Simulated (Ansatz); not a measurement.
# Fe (P6_3/mmc) in Ansatz: a series of runs

One crystal, Fe, is run at these levels: PBEsol; tasks: single point.

Program: Ansatz 0.2.0. These are calculated values, not measurements. Logs are shortened: lines on timing, memory, paths and dates and some standing lists are left out, and cuts for length are marked.

## (1) The structure

Symmetry: P6_3/mmc, No. 194, hexagonal system. Conventional cell: a = 2.434 Å, b = 2.434 Å, c = 3.842 Å, α = 90.00°, β = 90.00°, γ = 120.00°. Fe (site symmetry -6m2) has 12 Fe at 2.38 to 2.43 Å as nearest neighbours.

This isn't the form of Fe at room conditions, which is bcc.

## (2) Single point, PBEsol, collinear spin, ferromagnetic start

Input file input.yaml:

```yaml
crystal:
  lattice:
    - [2.4341575853, 0.0, 0.0]
    - [-1.2170787927, 2.1080423057, 0.0]
    - [0.0, 0.0, 3.84193447]
  atoms:
    - { symbol: Fe, position: [0.6666666667, 0.3333333333, 0.75], spin: 4.5 }
    - { symbol: Fe, position: [0.3333333333, 0.6666666667, 0.25], spin: 4.5 }
hamiltonian:
  xc: pbesol
  pseudopotentials: { kind: paw }
magnetization:
  spin_polarized: true
kpoints:
  mp_grid: { grid: [12, 12, 7] }
scf:
  occupations: { method: fermi_dirac, width: 0.05 }
output:
  forces: true
  stress: true
  eigenvalues: true
```

Potentials or basis: Ansatz PAW.

The run is started by

```bash
ansatz run input.yaml --threads 2 --pin off --max-ram 5632MiB --backend cpu --events-out ev --progress --plain --runs-dir out
```

The log of the run:

```text
Warning: where an SCF of this run starts from atoms to list the orders of its open shells, Fe (sites 0, 1, from 0) starts with 4.00 μB on its 3d shell, in the place of the 4.50 μB that the deck gives it: its open shells can hold no more by Hund's first rule. To start from spheres of the given moment, type scf.initial_density.shell_occupations: []
Warning: RAYON_NUM_THREADS=2 ignored (pool sized by the plan → 2); use --threads N
Engine: ansatz 0.2.0, aarch64-unknown-linux-gnu
Pseudopotentials: kind: paw
Pseudopotential: Fe, paw, valence charge 16, recommended cutoff 420 eV (normal), Fe.paw.azcp
Functional definition: PBEsol
  exchange = pbesol_x
  correlation = pbesol_c
Crystal: 2 atoms, lattice volume = 19.714 Å³
Basis set: ecut = 420 eV, 391 PW (Γ), exchange–correlation on 36×36×54 points (8 copies of the dense FFT grid, shifted against one another)
Bands: 25, of which v1, the nominal top of the filled ones, is band 16 counted from 1 (15 counted from 0)
Symmetry: 24 space group operations
Space group: P63/mmc (ITA 194), of the structure as read, at distance tolerance 2.7e-5 Å
Magnetic group: BNS 194.263 (UNI 1493), of the structure as read, at distance tolerance 2.7e-5 Å
k-points: 76 of 1008
Non-local potential: Fe, projectors of the file, l = 0: 3, l = 1: 2, l = 2: 3, l = 3: 1
PAW form: soft (Blöchl's): semilocal exchange-correlation on the pseudo side does not see the compensation charge
PAW frozen core: Fe, regenerated for the run's functional, and the local potential with it (the file was generated under x = pbe(κ = 0.804, μ = 0.2195149727645171), c = pbe(β = 0.06672455060314922))
PAW one-centre angular grid: Fe, 590 points (default); XC on 64 Gauss nodes
Initial density: superposition of atomic densities (chi_scale 0.1, normalization cell)
Starting moments: Σ|m| = 9 μB on 2 of 2 sites
Initial wavefunctions: pseudopotential atomic-orbital guess
Functional: x = pbesol(κ = 0.804, μ = 0.12345679012345678), c = pbesol(β = 0.046)
SCF iter   1: F=—  HF=-8902.883197 eV  |F-HF|=—  |Δ(HF+E_count)|=         —  Δρ=5.32e-1 (↑5.32e-1 ↓3.19e-1)  dr2=7.06e0  dr2_m=3.22e1  M=0.870 μB ∫|m|=0.898 μB  β_m=0.30  ethr=3.10e-3  ⟨swp⟩=5.4  Hψ=14623  notcnv=0
Mixer restart at iter 1: flushing history
preconditioner: auto → none  [metal: Δε(μ)=0.016 eV  Ē_g=12.211 eV  σ=0.050 eV  W_gap=0.08  n_scr=2 (ndim 8)  ℏωp=33.5 eV  f_vac=0.000  D(μ)=2.30/eV (n_scr^D=34)  sad-step TF]
SCF iter   2: F=—  HF=-8899.399793 eV  |F-HF|=—  |Δ(HF+E_count)|=    3.48e0  Δρ=3.71e-1 (↑3.71e-1 ↓3.02e-1)  dr2=8.57e-1  dr2_m=2.04e1  M=0.336 μB ∫|m|=0.336 μB  β_m=0.65  ethr=3.10e-3  ⟨swp⟩=3.5  Hψ=8538  notcnv=0  defer=291
SCF iter   3: F=—  HF=-8903.944373 eV  |F-HF|=—  |Δ(HF+E_count)|=    4.54e0  Δρ=2.11e-1 (↑1.73e-1 ↓2.11e-1)  dr2=1.73e1  dr2_m=7.59e-2  M=-0.009 μB ∫|m|=0.047 μB  β_m=0.50  ethr=2.68e-3  ⟨swp⟩=3.7  Hψ=9630  notcnv=0  defer=272
SCF iter   4: F=—  HF=-8897.755834 eV  |F-HF|=—  |Δ(HF+E_count)|=    6.19e0  Δρ=5.29e-2 (↑5.29e-2 ↓3.16e-2)  dr2=5.79e-2  dr2_m=3.16e-1  M=-0.129 μB ∫|m|=0.143 μB  β_m=0.64  ethr=2.68e-3  ⟨swp⟩=4.1  Hψ=9964  notcnv=0  defer=290
SCF iter   5: F=—  HF=-8897.739511 eV  |F-HF|=—  |Δ(HF+E_count)|=   1.63e-2  Δρ=1.42e-2 (↑1.42e-2 ↓7.51e-3)  dr2=5.33e-2  dr2_m=2.40e-3  M=-0.001 μB ∫|m|=0.013 μB  β_m=0.82  ethr=1.81e-4  ⟨swp⟩=3.0  Hψ=7659  notcnv=0  defer=263
SCF iter   6: F=—  HF=-8897.764255 eV  |F-HF|=—  |Δ(HF+E_count)|=   2.47e-2  Δρ=6.16e-3 (↑2.98e-3 ↓6.16e-3)  dr2=9.93e-3  dr2_m=6.18e-4  M=0.013 μB ∫|m|=0.013 μB  β_m=0.91  ethr=1.66e-4  ⟨swp⟩=2.9  Hψ=6147  notcnv=0  defer=263
SCF iter   7: F=—  HF=-8897.763141 eV  |F-HF|=—  |Δ(HF+E_count)|=   1.11e-3  Δρ=2.18e-4 (↑2.18e-4 ↓4.06e-5)  dr2=3.96e-6  dr2_m=2.49e-6  M=0.001 μB ∫|m|=0.001 μB  β_m=0.94  ethr=3.10e-5  ⟨swp⟩=2.2  Hψ=6037  notcnv=0  defer=263
SCF iter   8: F=—  HF=-8897.763155 eV  |F-HF|=—  |Δ(HF+E_count)|=   1.40e-5  Δρ=8.97e-5 (↑8.97e-5 ↓4.29e-5)  dr2=3.09e-7  dr2_m=5.89e-7  M=0.000 μB ∫|m|=0.000 μB  β_m=0.97  ethr=1.24e-8  ⟨swp⟩=2.8  Hψ=6521  notcnv=0  defer=263
SCF iter   9: F=—  HF=-8897.763154 eV  |F-HF|=—  |Δ(HF+E_count)|=   1.25e-7  Δρ=9.22e-6 (↑9.22e-6 ↓7.48e-6)  dr2=1.69e-8  dr2_m=8.88e-10  M=-0.000 μB ∫|m|=0.000 μB  β_m=0.92  ethr=9.65e-10  ⟨swp⟩=2.1  Hψ=5954  notcnv=0  defer=263
SCF iter  10: F=—  HF=-8897.763154 eV  |F-HF|=—  |Δ(HF+E_count)|=   3.89e-9  Δρ=1.52e-6 (↑1.36e-6 ↓1.52e-6)  dr2=6.78e-10  dr2_m=9.75e-11  M=-0.000 μB ∫|m|=0.000 μB  β_m=0.96  ethr=5.27e-11  ⟨swp⟩=2.6  Hψ=5867  notcnv=0  defer=263
SCF iter  11: F=-8897.763154 eV  HF=-8897.763154 eV  |F-HF|=4.73e-11  |Δ(HF+E_count)|=  5.37e-10  Δρ=4.90e-7 (↑4.90e-7 ↓2.63e-7)  dr2=4.85e-11  dr2_m=3.97e-12  M=0.000 μB ∫|m|=0.000 μB  ethr=2.12e-12  ⟨swp⟩=6.0  Hψ=12954  notcnv=0
SCF 1 converged in 11 iterations: F = -8897.763154 eV  dr2 = 4.85e-11
WARN: the starting moments were not kept: the SCF closed with an absolute magnetisation of 3.9e-6 μB, where they sum to 9 μB in size (2 sites). That is at most 0.1 of that sum. Measured as dr2_m measures the in/out step, that magnetisation stands 1.2e-11 eV from none, at or under the dr2_threshold of 1.0e-7 eV: it is no larger than a step whose dr2_m would equal this threshold. The system may hold no moment; this SCF shows only that its start led to no more than that. To try another start: raise the starting moments (crystal.atoms[].spin, magnetization.per_species, magnetization.initial_magnetization, or on a non-collinear deck that types none of these the spinor_matrix: blocks that start its atoms; where the total moment is fixed, keep their sum and leave initial_magnetization as it is; typed ones take the place of any that the run laid by itself, positive ones on a crystal's lanthanoids without a Hubbard term where scf.initial_density.shell_occupations: [] is typed) or, if the notice of its spin-set hold's release reads "site moments contracting" or "site moments show no strong build", lengthen the hold (scf.mixing.spin_hold: { on: { confirm: 4 } }; for m-r²SCAN on two components see the key's manual first). Each may lead to a state that holds a moment. A second SCF, from the converged charge density, with the starting moments and any scf.initial_density.shell_occupations laid on it anew, would have followed, and was not run: the deck does not ask for one (magnetization.retry_lost_moments is false, the default). To let it run, set magnetization.retry_lost_moments: true and run the deck again, where that key's refused combinations let it; where memory then withholds it, that run's warning says so.
SCF converged after 11 iterations
Magnetization: 0.0000 μB (16.0000 up, 16.0000 down)
Absolute magnetization: 0.0000 μB (∫|ρ↑−ρ↓|, with the PAW one-centre terms)
Spin contamination: 0.0000 ħ² per cell (⟨S²⟩ above its minimum at these occupations)
Per-site moments (μB) at R_I (Å): [(1.6233363053207257e-6, 0.9818155270763972), (1.623336305138757e-6, 0.9818155270763972)]
Free energy (F): -8897.763154 eV
Harris-Foulkes:  -8897.763154 eV  (|F-HF|=4.73e-11)
Internal energy: -8897.743686 eV  (E = F + TS)
E sigma→0 (E₀):  -8897.753420 eV
Entropy (-TS):   -0.019468 eV (-9.734 meV/atom)
Fermi energy:    21.803959 eV
--- Per-component energies (eV) ---
  E_band       = -330.508629
  E_kinetic    = 713.439389
  E_local      = -3767.870694  (includes V_loc(G=0)·N_el)
  E_nonlocal   = 428.117107
  E_hartree    = 1595.434437
  E_xc         = -238.614607
  E_vxc        = -308.707307  (∫ρ·V_xc dr)
  E_paw        = -2663.939966  (= ΣΔE_a)
  E_vpaw       = -586.358349  (= ΣTr[D̂ρ^β])
  E_aug_tail   = 0.001882  (compensation charges beyond the density's cutoff)
  E_ewald      = -4964.669638
  E_core_change = 0.358403  (= ΣΔE_core)
  E_smearing   = -0.019468  (= −TS)
  E_closure    = -0.000000  (closes the sum)
  Σ components = -8897.763154   (vs F -8897.763154, Δ=0.00e0)
--- Forces (eV/Å), atoms counted from 1 ---
  atom   1  Fe    -0.00000000    -0.00000000     0.00000000
  atom   2  Fe     0.00000000     0.00000000     0.00000000
  max |Σ_I F_I| component: 9.25e-18 eV/Å
--- Stress (GPa, compression-positive) ---
       -2.024499      -0.000000       0.000000
       -0.000000      -2.024499      -0.000000
        0.000000      -0.000000      -0.288290
  P = ⅓ Tr σ = -1.4458 GPa (-14.458 kbar)
--- Band table (eV; the first three rows and the last of 152) ---
  k-point 0 ↑: bands = ["-65.2375", "-65.0789", "-31.7502", "-31.1318", "-31.1318", "-31.0212", "-31.0212", "-31.0046", "12.5137", "16.5614", "20.0229", "20.0229", "20.1753", "20.5249", "20.5249", "20.8827", "20.8827", "22.2328", "22.5514", "22.5514", "30.8638", "43.2879", "46.9389", "47.7320", "48.1420"]
  k-point 1 ↑: bands = ["-65.2297", "-65.0868", "-31.7145", "-31.1263", "-31.1263", "-31.0427", "-31.0267", "-31.0267", "12.7504", "16.5311", "19.9305", "19.9305", "20.0876", "20.4304", "20.4304", "21.0890", "21.0890", "21.5427", "22.5482", "22.5482", "31.9555", "43.1335", "46.4219", "46.9873", "48.2851"]
  k-point 2 ↑: bands = ["-65.2077", "-65.1088", "-31.6136", "-31.1488", "-31.1110", "-31.1110", "-31.0420", "-31.0420", "13.4322", "16.2997", "19.8259", "19.8259", "19.8624", "20.2102", "20.2102", "20.3251", "21.5108", "21.5108", "22.4874", "22.4874", "34.4876", "42.6165", "45.1229", "45.3909", "48.6806"]
  k-point 75 ↓: bands = ["-65.0680", "-65.0680", "-31.5767", "-31.5767", "-31.4307", "-31.3774", "-31.1316", "-31.1316", "18.1524", "18.2351", "18.2351", "18.3485", "19.4243", "19.4243", "20.9327", "21.2219", "22.5724", "22.5724", "28.9160", "28.9160", "30.0755", "31.4497", "33.6440", "33.6440", "45.2285"]
```

It took 4.1 s on 2 threads of Arm Neoverse V2, shared host; peak memory 0.34 GiB.

Results:

| Item | Value |
| --- | --- |
| Free energy | -8897.7632 eV |
| Pressure | -1.4 GPa |
| Band gap on the k mesh | none (metal or under the smearing width) |
| Net moment | 0.00 μB per cell |
| Absolute moment | 0.00 μB per cell |

Levels at points of the mesh, in eV from the Fermi level:
Spin up:
```csv
k point,band 13,band 14,band 15,band 16,band 17,band 18,band 19,band 20
"(0.00, 0.00, 0.00)",-1.63,-1.28,-1.28,-0.92,-0.92,0.43,0.75,0.75
"(0.00, -0.50, 0.00)",-2.11,-1.64,-1.15,0.85,1.10,1.15,2.76,4.95
```
Spin down:
```
            k point  band 14  band 15  band 16  band 17  band 18  band 19
 (0.00, 0.00, 0.00)    -1.28    -1.28    -0.92    -0.92     0.43     0.75
(0.00, -0.50, 0.00)    -1.64    -1.15     0.85     1.10     1.15     2.76
```

Caveat: the starting moments collapsed, and a magnetic state may lie lower; the PAW data sets come from PBE, with cores solved anew for the run's functional, which leaves a small shift of forces and pressure; the starting moments weren't kept.

## (3) Single point, PBEsol, non-collinear spin, random start

Input file input.yaml:

```yaml
crystal:
  lattice:
    - [2.4341575853, 0.0, 0.0]
    - [-1.2170787927, 2.1080423057, 0.0]
    - [0.0, 0.0, 3.84193447]
  atoms:
    - { symbol: Fe, position: [0.6666666667, 0.3333333333, 0.75], spin: 2.74, spin_axis: [-0.403, 2.704, -0.189] }
    - { symbol: Fe, position: [0.3333333333, 0.6666666667, 0.25], spin: 1.63, spin_axis: [0.902, -1.301, -0.388] }
hamiltonian:
  xc: pbesol
  pseudopotentials: { kind: paw }
magnetization:
  noncollinear: true
  spin_orbit: false
kpoints:
  mp_grid: { grid: [9, 9, 5] }
scf:
  occupations: { method: fermi_dirac, width: 0.05 }
output:
  forces: true
  stress: true
  eigenvalues: true
```

Potentials or basis: Ansatz PAW.

The run is started by

```bash
ansatz run input.yaml --threads 2 --pin off --max-ram 5632MiB --backend cpu --events-out ev --progress --plain --runs-dir out
```

The log of the run:

```text
Warning: RAYON_NUM_THREADS=2 ignored (pool sized by the plan → 2); use --threads N
[... 2 set-up lines as earlier in the session ...]
[... 93 lines left out ...]
       -0.000000      -0.000000      -0.680539
  P = ⅓ Tr σ = -1.6871 GPa (-16.871 kbar)
--- Band table (eV; the first three rows and the last of 36) ---
  k-point 0: bands = ["-65.2418", "-65.2418", "-65.0832", "-65.0832", "-31.7456", "-31.7456", "-31.1401", "-31.1401", "-31.1401", "-31.1401", "-31.0296", "-31.0296", "-31.0296", "-31.0296", "-30.9999", "-30.9999", "12.5136", "12.5136", "16.5610", "16.5610", "20.0145", "20.0145", "20.0145", "20.0145", "20.1762", "20.1762", "20.5162", "20.5162", "20.5162", "20.5162", "20.8832", "20.8832", "20.8832", "20.8832", "22.2357", "22.2357", "22.5515", "22.5515", "22.5516", "22.5516"]
  k-point 1: bands = ["-65.2267", "-65.2267", "-65.0984", "-65.0984", "-31.6765", "-31.6765", "-31.1296", "-31.1296", "-31.1296", "-31.1296", "-31.0733", "-31.0733", "-31.0402", "-31.0402", "-31.0402", "-31.0402", "12.9733", "12.9733", "16.4799", "16.4799", "19.8718", "19.8718", "19.8718", "19.8718", "20.0101", "20.0101", "20.3427", "20.3427", "20.3427", "20.3427", "21.0463", "21.0463", "21.2453", "21.2453", "21.2453", "21.2453", "22.5354", "22.5354", "22.5354", "22.5354"]
  k-point 2: bands = ["-65.1871", "-65.1871", "-65.1381", "-65.1381", "-31.4935", "-31.4935", "-31.2632", "-31.2632", "-31.1020", "-31.1020", "-31.1020", "-31.1020", "-31.0678", "-31.0678", "-31.0678", "-31.0678", "14.2316", "14.2316", "15.7532", "15.7532", "19.6651", "19.6651", "19.7200", "19.7200", "19.8195", "19.8195", "19.8195", "19.8195", "20.0170", "20.0170", "20.0170", "20.0170", "21.8637", "21.8637", "21.8637", "21.8637", "22.3423", "22.3423", "22.3423", "22.3423"]
  k-point 35: bands = ["-65.0722", "-65.0722", "-65.0722", "-65.0722", "-31.5750", "-31.5750", "-31.5750", "-31.5750", "-31.4493", "-31.4493", "-31.3754", "-31.3754", "-31.1371", "-31.1371", "-31.1371", "-31.1371", "18.0948", "18.0948", "18.2257", "18.2257", "18.2257", "18.2257", "18.3633", "18.3633", "19.4286", "19.4286", "19.4286", "19.4286", "20.9040", "20.9040", "21.3136", "21.3136", "22.5675", "22.5675", "22.5675", "22.5675", "28.8963", "28.8963", "28.8963", "28.8963"]
```

It took 18 s on 2 threads of Arm Neoverse V2, shared host; peak memory 0.3 GiB.

What came out:

```
Free energy            : -8897.7839 eV
Pressure               : -1.7 GPa
Band gap on the k mesh : none (metal or under the smearing width)
Net moment             : 0.00 μB per cell
Absolute moment        : 0.00 μB per cell
```

Stress tensor (GPa, compression positive):
```
-2.19  0.00  0.00
 0.00 -2.19  0.00
 0.00  0.00 -0.68
```

Levels at points of the mesh, in eV from the Fermi level:
```
           k point  band 29  band 30  band 31  band 32  band 33  band 34  band 35  band 36
(0.00, 0.00, 0.00)    -1.32    -1.32    -0.95    -0.95    -0.95    -0.95     0.40     0.40
```

Moments on the atoms (μB; x, y, z):
```
Fe  0.00 0.00 0.00
Fe  0.00 0.00 0.00
```

Caveat: the starting moments collapsed, and a magnetic state may lie lower; the PAW data sets come from PBE, with cores solved anew for the run's functional, which leaves a small shift of forces and pressure; the starting moments weren't kept.
